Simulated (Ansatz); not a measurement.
# TiO2 (C2/m): how G0W0 depends on its starting point

How much of the starting functional survives in the G0W0 gap of TiO2 (C2/m)?

Method: G0W0 on several functionals, plane waves, PAW, in Ansatz 0.2.0.

### Step 1. Set-up

It takes space group C2/m (No. 12, monoclinic). The conventional cell has a = 12.307 Å, b = 3.767 Å, c = 6.616 Å, α = 90.00°, β = 106.95°, γ = 90.00°. Ti has 5 O at 1.78 to 2.03 Å nearest. Nearest to Ti lie 6 O at 1.86 to 2.16 Å. O has 3 Ti at 1.86 to 2.16 Å nearest. Nearest to O lie 3 Ti at 1.94 to 2.03 Å. Nearest to O lie 2 Ti at 1.78 to 1.87 Å. Nearest to O lie 3 Ti at 1.96 to 2.16 Å. Farther neighbours and most contacts between anions are not listed.

Structure file:

```cif
data_structure
_symmetry_space_group_name_H-M 'P 1'
_symmetry_Int_Tables_number 1
_cell_length_a 6.4354
_cell_length_b 6.4354
_cell_length_c 6.6162
_cell_angle_alpha 106.182
_cell_angle_beta 106.182
_cell_angle_gamma 34.036
_cell_volume 146.71
loop_
_atom_site_label
_atom_site_type_symbol
_atom_site_fract_x
_atom_site_fract_y
_atom_site_fract_z
_atom_site_occupancy
Ti1 Ti 0.80471 0.80471 0.71624 1
Ti2 Ti 0.09993 0.09993 0.71040 1
Ti3 Ti 0.19529 0.19529 0.28376 1
Ti4 Ti 0.90007 0.90007 0.28960 1
O5 O 0.05835 0.05835 0.36998 1
O6 O 0.63807 0.63807 0.70660 1
O7 O 0.13281 0.13281 0.00471 1
O8 O 0.94165 0.94165 0.63002 1
O9 O 0.73651 0.73651 0.34750 1
O10 O 0.86719 0.86719 0.99529 1
O11 O 0.26349 0.26349 0.65250 1
O12 O 0.36193 0.36193 0.29340 1
```

The cell and positions are those that the Materials Project relaxed with its own functionals (PBE, PBE+U or r2SCAN), kept fixed. This is not the form that TiO2 usually takes at ambient conditions.

### Step 2. G0W0 on LDA

G0W0 replaces the xc potential by the self-energy, built once from these orbitals. Only a window of levels is corrected, while the sums run over the empty bands that the input names. This step takes PAW set soft_1 files.

This step: G0W0 on LDA, plane waves, PAW; PAW set soft_1.

The input, input.yaml:

```yaml
crystal:
  lattice:
    - [6.1535771931, -1.8834685, 0.0]
    - [6.1535771931, 1.8834685, 0.0]
    - [-1.9283261078, 0.0, 6.3289668713]
  atoms:
    - { symbol: Ti, position: [0.804714, 0.804714, 0.716238] }
    - { symbol: Ti, position: [0.099929, 0.099929, 0.710398] }
    - { symbol: Ti, position: [0.195286, 0.195286, 0.283762] }
    - { symbol: Ti, position: [0.900071, 0.900071, 0.289602] }
    - { symbol: O, position: [0.0583525, 0.0583525, 0.369979] }
    - { symbol: O, position: [0.638069, 0.638069, 0.706603] }
    - { symbol: O, position: [0.1328115, 0.1328115, 0.004709] }
    - { symbol: O, position: [0.9416475, 0.9416475, 0.630021] }
    - { symbol: O, position: [0.7365115, 0.7365115, 0.3475] }
    - { symbol: O, position: [0.8671885, 0.8671885, 0.995291] }
    - { symbol: O, position: [0.2634885, 0.2634885, 0.6525] }
    - { symbol: O, position: [0.361931, 0.361931, 0.293397] }
kpoints:
  mp_grid: { grid: [4, 4, 2] }
hamiltonian:
  xc: lda
  pseudopotentials: { kind: paw, azcp: { folder: soft_1 }, xc_functional: pbe }
scf:
  occupations: { method: fixed }
gw:
  n_empty_bands: 373
  ecut_chi: 108
  qp_bands: [v4, c4]
  qp_kpoints: band_edges
  screening: { model: contour_deformation }
```

On the command line:

```console
$ ansatz run input.yaml --threads 3 --pin off --max-ram 92160MiB --backend cuda --events-out ev --progress --plain --runs-dir out --devices 1 --max-vram 13GiB
```

Numbers of over 12 decimals in the logs are rounded to 6 here.

Output:

```text
GPUs: using 1 of 1 available (devices: 1).
Engine: ansatz 0.2.0, x86_64-unknown-linux-gnu
Pseudopotentials: kind: paw
Pseudopotential: Ti, paw, valence charge 12, recommended cutoff 420 eV (normal), soft_1/Ti.paw.azcp
Pseudopotential: O, paw, valence charge 6, recommended cutoff 420 eV (normal), soft_1/O.paw.azcp
Functional definition: SPW92
  exchange = slater_x
  correlation = pw_c
device memory: the entry about to start is reckoned to put 4.1 GiB on a device that reports 56.8 GiB free (of which the cap on the GPU budget leaves the run 13.0 GiB)
GPU FFT provider: cuFFT
GPU libraries: cuBLAS 13.8.2, cuFFT 12.4.0, cuSOLVER 12.3.4
Crystal: 12 atoms, lattice volume = 146.706 Å³
Basis set: ecut = 420 eV, 2869 PW (Γ)
Bands: 60, of which v1, the nominal top of the filled ones, is band 48 counted from 1 (47 counted from 0)
Symmetry: 4 space group operations
Space group: C2/m (ITA 12), of the structure as read, at distance tolerance 5.3e-5 Å
k-points: 14 of 32
Non-local potential: Ti, projectors of the file, l = 0: 3, l = 1: 2, l = 2: 3, l = 3: 1
Non-local potential: O, projectors of the file, l = 0: 2, l = 1: 2, l = 2: 1
PAW form: soft (Blöchl's): semilocal exchange-correlation on the pseudo side does not see the compensation charge
PAW frozen core: Ti, regenerated for the run's functional, and the local potential with it (the file was generated under x = pbe(κ = 0.804, μ = 0.219515), c = pbe(β = 0.066725))
PAW frozen core: O, regenerated for the run's functional, and the local potential with it (the file was generated under x = pbe(κ = 0.804, μ = 0.219515), c = pbe(β = 0.066725))
PAW one-centre angular grid: Ti, 590 points (default); XC on 64 Gauss nodes
PAW one-centre angular grid: O, 110 points (default); XC on 64 Gauss nodes
Initial density: superposition of atomic densities (chi_scale 0.1, normalization cell, long waves kept (reshape's long-wave potential 0.08 eV rms))
Initial wavefunctions: pseudopotential atomic-orbital guess
GPU buffer pool allocated for 91125 grid points (all kernels)
GPU transforms: local potential and band sums: pruned to the plane-wave sphere, on 45×45×45
Functional: x = slater, c = lda
SCF iter   1: F=—  HF=-14261.510676 eV  |F-HF|=—  |Δ(HF+E_count)|=         —  Δρ=4.91e-2  dr2=4.29e0  ethr=3.10e-3  ⟨swp⟩=3.0  Hψ=2512  notcnv=0  defer=84
preconditioner: auto → Resta (q_TF=auto, 2.542 Å⁻¹)  ε∞=7.6  [insulator: Δε(μ)=2.475 eV  Ē_g=9.531 eV  n_scr=44 (ndim 8)  ℏωp=24.5 eV  f_vac=0.045  ε∞_Penn≈7.6]
SCF iter   2: F=—  HF=-14260.951382 eV  |F-HF|=—  |Δ(HF+E_count)|=   5.59e-1  Δρ=2.95e-2  dr2=1.47e0  ethr=3.10e-3  ⟨swp⟩=3.0  Hψ=1473  notcnv=0  defer=110
SCF iter   3: F=—  HF=-14260.729558 eV  |F-HF|=—  |Δ(HF+E_count)|=   2.22e-1  Δρ=2.35e-2  dr2=1.04e0  ethr=1.53e-3  ⟨swp⟩=2.6  Hψ=1223  notcnv=0  defer=123
SCF iter   4: F=—  HF=-14260.539990 eV  |F-HF|=—  |Δ(HF+E_count)|=   1.90e-1  Δρ=4.88e-3  dr2=5.80e-2  ethr=1.08e-3  ⟨swp⟩=2.9  Hψ=1451  notcnv=0  defer=103
SCF iter   5: F=—  HF=-14260.540407 eV  |F-HF|=—  |Δ(HF+E_count)|=   4.17e-4  Δρ=4.18e-3  dr2=2.88e-2  ethr=6.04e-5  ⟨swp⟩=2.0  Hψ=1129  notcnv=0  defer=139
SCF iter   6: F=—  HF=-14260.538991 eV  |F-HF|=—  |Δ(HF+E_count)|=   1.42e-3  Δρ=2.00e-3  dr2=6.51e-3  ethr=3.00e-5  ⟨swp⟩=2.0  Hψ=1235  notcnv=0  defer=140
SCF iter   7: F=—  HF=-14260.539711 eV  |F-HF|=—  |Δ(HF+E_count)|=   7.19e-4  Δρ=1.17e-3  dr2=2.40e-3  ethr=6.78e-6  ⟨swp⟩=2.1  Hψ=1158  notcnv=0  defer=140
SCF iter   8: F=—  HF=-14260.539788 eV  |F-HF|=—  |Δ(HF+E_count)|=   7.76e-5  Δρ=3.59e-4  dr2=2.73e-4  ethr=2.50e-6  ⟨swp⟩=2.0  Hψ=1145  notcnv=0  defer=140
SCF iter   9: F=—  HF=-14260.539984 eV  |F-HF|=—  |Δ(HF+E_count)|=   1.96e-4  Δρ=2.71e-4  dr2=1.49e-4  ethr=2.85e-7  ⟨swp⟩=2.0  Hψ=1141  notcnv=0  defer=140
SCF iter  10: F=—  HF=-14260.539984 eV  |F-HF|=—  |Δ(HF+E_count)|=   2.98e-7  Δρ=8.16e-5  dr2=1.53e-5  ethr=1.55e-7  ⟨swp⟩=2.0  Hψ=1123  notcnv=0  defer=121
SCF iter  11: F=—  HF=-14260.539991 eV  |F-HF|=—  |Δ(HF+E_count)|=   6.55e-6  Δρ=2.80e-5  dr2=1.61e-6  ethr=1.59e-8  ⟨swp⟩=2.0  Hψ=1156  notcnv=0  defer=77
SCF iter  12: F=—  HF=-14260.539991 eV  |F-HF|=—  |Δ(HF+E_count)|=   4.04e-7  Δρ=8.59e-6  dr2=1.36e-7  ethr=1.67e-9  ⟨swp⟩=2.0  Hψ=1115  notcnv=0  defer=77
SCF iter  13: F=-14260.539991 eV  HF=-14260.539991 eV  |F-HF|=5.42e-8  |Δ(HF+E_count)|=   1.94e-8  Δρ=7.27e-6  dr2=7.18e-8  ethr=1.04e-10  ⟨swp⟩=10.8  Hψ=2720  notcnv=0
SCF 1 converged in 13 iterations: F = -14260.539991 eV  dr2 = 7.18e-8
  greatest PAW one-centre occupation: 0.998 electrons in one spin orbital (limit 2), on the Ti atom at site 2 (counted from 0), in its partial waves of l = 0
device memory: the entry about to start is reckoned to put 5.1 GiB (of the 5.2 GiB reckoned in all, the device holds 0.1 GiB already) on a device that reports 56.7 GiB free (of which the cap on the GPU budget leaves the run 13.0 GiB)
NSCF: frozen V_eff on 14 k-points
the band table was solved once the SCF had ended and its energy, with any forces and stress, was formed, with the checks that follow a solve (3221 applications of the Hamiltonian). They found nothing against the state; the energy, forces and stress were not computed again (output.eigenvalues in the input reference)
device memory: the entry about to start is reckoned to put 4.8 GiB on a device that reports 56.4 GiB free (of which the cap on the GPU budget leaves the run 13.0 GiB)
NSCF: frozen V_eff on 14 k-points
G₀W₀ screening: q 1/14
[... further progress lines ...]
device memory: the entry about to start is reckoned to put 1.2 GiB on a device that reports 52.9 GiB free (of which the cap on the GPU budget leaves the run 13.0 GiB)
NSCF: frozen V_eff on 1 k-points
device memory: the entry about to start is reckoned to put 1.2 GiB on a device that reports 52.8 GiB free (of which the cap on the GPU budget leaves the run 13.0 GiB)
NSCF: frozen V_eff on 1 k-points
device memory: the entry about to start is reckoned to put 1.2 GiB on a device that reports 51.1 GiB free (of which the cap on the GPU budget leaves the run 13.0 GiB)
NSCF: frozen V_eff on 1 k-points
SCF converged after 13 iterations
Free energy (F): -14260.539991 eV
Harris-Foulkes:  -14260.539991 eV  (|F-HF|=5.42e-8)
Internal energy: -14260.539991 eV  (E = F + TS)
E sigma→0 (E₀):  -14260.539991 eV
Fermi energy:    5.701943 eV
--- Per-component energies (eV) ---
  E_band       = -1025.811678
  E_kinetic    = 2444.340005
  E_local      = -8201.622290  (includes V_loc(G=0)·N_el)
  E_nonlocal   = 679.086798
  E_hartree    = 3195.412188
  E_xc         = -1021.646992
  E_vxc        = -1301.576441  (∫ρ·V_xc dr)
  E_paw        = -5177.792052  (= ΣΔE_a)
  E_vpaw       = -1036.871064  (= ΣTr[D̂ρ^β])
  E_aug_tail   = 0.006006  (compensation charges beyond the density's cutoff)
  E_ewald      = -6180.402828
  E_core_change = 2.079174  (= ΣΔE_core)
  E_smearing   = -0.000000  (= −TS)
  E_closure    = -0.000000  (closes the sum)
  Σ components = -14260.539991   (vs F -14260.539991, Δ=0.00e0)
--- Band table (eV; the first three rows and the last of 14) ---
  k-point 0: bands = [... 44 lower, 4.9480, 4.9508, 5.3526, 5.5265, 8.3706, 8.7215, 8.9700, 8.9740, ... 8 higher]
  k-point 1: bands = [... 44 lower, 5.0058, 5.0411, 5.1131, 5.2716, 8.4865, 8.7498, 8.9130, 9.0381, ... 8 higher]
  k-point 2: bands = [... 44 lower, 5.1143, 5.1883, 5.5056, 5.5826, 8.7650, 8.8139, 8.9725, 9.0683, ... 8 higher]
  k-point 13: bands = [... 44 lower, 4.8602, 5.2934, 5.4852, 5.5096, 8.6306, 8.7454, 8.8792, 9.0433, ... 8 higher]
--- G₀W₀: contour deformation, 6 samples at zero and on the imaginary axis and 1 off it, 32 q-points, 373 empty bands' worth ---
  eigenvalues of the whole cell's RPA ε∞ on this k-mesh (on a slab, of 1 + 4πα/V) = 5.9158, 6.1757, 6.2753; static W/v taken at q = 0 is 0.162030
  gw.qp_kpoints: band_edges: 14 of 14 stored k-points solved, in 1 pass; an edge of the gap read off the rows below is read off those points alone
    ik  band        ε_KS         Σx   Σc(E_QP)       V_xc       Z   E_QP_lin       E_QP  E_QP is
     0    45      4.9480   -25.3036     4.5967   -20.6153  0.7066     4.8562     4.8563  root
     0    46      4.9508   -25.1613     4.4385   -20.6140  0.7097     4.8418     4.8421  root
     0    47      5.3526   -25.7201     4.5803   -21.0502  0.7145     5.2629     5.2631  root
     0    48      5.5265   -25.1870     4.6475   -20.4297  0.7056     5.4166     5.4169  root
     0    49      8.3706   -13.2929    -6.9011   -21.8129  0.7193    10.0520     9.9895  root
     0    50      8.7215   -13.6882    -6.9716   -22.2781  0.7129    10.4083    10.3399  root
     0    51      8.9700   -14.0532    -6.5623   -22.2180  0.7153    10.6374    10.5725  root
     0    52      8.9740   -14.1756    -6.9262   -22.7479  0.7121    10.6912    10.6201  root
     1    45      5.0058   -25.0214     4.6360   -20.2568  0.6998     4.8768     4.8771  root
     1    46      5.0411   -25.9150     4.2194   -21.6785  0.7192     5.0240     5.0240  root
     1    47      5.1131   -25.1702     4.7330   -20.3169  0.7035     4.9924     4.9927  root
     1    48      5.2716   -25.4154     4.5528   -20.7734  0.7119     5.1822     5.1824  root
     1    49      8.4865   -13.8282    -6.5154   -21.9107  0.7198    10.1105    10.0536  root
     1    50      8.7498   -13.6294    -6.8161   -22.0176  0.7134    10.3852    10.3218  root
     1    51      8.9130   -13.7439    -6.8009   -22.1205  0.7122    10.5534    10.4887  root
     1    52      9.0381   -13.7307    -7.4007   -22.8176  0.7062    10.8055    10.7244  root
     2    45      5.1143   -25.4829     4.5276   -20.8540  0.7135     5.0128     5.0130  root
     2    46      5.1883   -25.4853     4.5387   -20.8393  0.7154     5.0807     5.0809  root
     2    47      5.5056   -25.5866     4.5791   -20.9130  0.7095     5.4110     5.4112  root
     2    48      5.5826   -25.1945     4.4690   -20.6475  0.7065     5.5045     5.5046  root
     2    49      8.7650   -13.8178    -6.7666   -22.2115  0.7176    10.4582    10.3922  root
     2    50      8.8139   -13.6917    -6.8225   -22.1093  0.7146    10.4746    10.4091  root
     2    51      8.9725   -14.0010    -6.8575   -22.4713  0.7117    10.6530    10.5853  root
     2    52      9.0683   -14.0544    -6.8827   -22.5416  0.7076    10.7440    10.6729  root
[...]
13    45      4.8602   -25.2992     4.7638   -20.3906  0.7090     4.7150     4.7155  root
    13    46      5.2934   -25.8280     4.3071   -21.4823  0.7179     5.2547     5.2547  root
    13    47      5.4852   -25.1553     4.6262   -20.4217  0.7050     5.3777     5.3779  root
    13    48      5.5096   -25.6085     4.5528   -20.9782  0.7110     5.4321     5.4322  root
    13    49      8.6306   -13.5954    -6.7217   -21.8942  0.7168    10.2689    10.2077  root
    13    50      8.7454   -13.6158    -7.1684   -22.4204  0.7107    10.4531    10.3816  root
    13    51      8.8792   -13.3503    -7.1985   -22.1617  0.7098    10.5631    10.4921  root
    13    52      9.0433   -13.6137    -7.0224   -22.2536  0.7098    10.7324    10.6608  root
```

Wall time 20 s (1 × NVIDIA H100 80GB HBM3 (shared by 6 runs) with 3 threads of AMD EPYC 7R13 (Zen 3), shared host); peak memory 1.7 GiB.

Reading the cycles: dr2 is the Hartree energy of the density residual (eV), the measure of convergence; HF is the Harris–Foulkes estimate of the energy, which meets the free energy F at convergence.

This step gave:

```
bands summed                                 : 421
RPA ε∞ on this mesh (eigenvalues)            : 5.916, 6.176, 6.275
plane waves in the screening matrix          : 375
q-points in the mesh                         : 32
G0W0 gap on the mesh                         : 4.362 eV
k of the valence top                         : 0.25, -0.25, -0.5
k of the conduction bottom                   : 0, 0, 0
starting gap on the mesh                     : 2.669 eV
Z at the valence top                         : 0.7083
Z at the conduction bottom                   : 0.7193
least direct G0W0 gap on the computed points : 4.573 eV
```

The gap on the mesh goes from 2.67 eV to 4.36 eV, a correction of +1.69 eV. Between the two edge states, bare exchange in place of the xc potential would open the gap by 13.05 eV, and correlation takes back 11.36 eV.

(Continued in part 2 of 2.)

[Paths, hosts, dates, memory and timing lines, banners, echoed tables and standing remarks are left out of the program output.]

[Logs are printed without paths, hosts, clocks, repeated set-up lines and the standing remarks that a program may print on its own settings, such as how far it seeks lower states.]

[Runs of the session that timed out or met a known fault of the program may be left out.]

[Cells called generated may have been cut or substituted from an entry of the Crystallography Open Database or the Materials Project.]

[Hosts, paths, dates, database ids (printed as entryN), source tags and the programs' standing remarks are cut or masked in the printed files.]
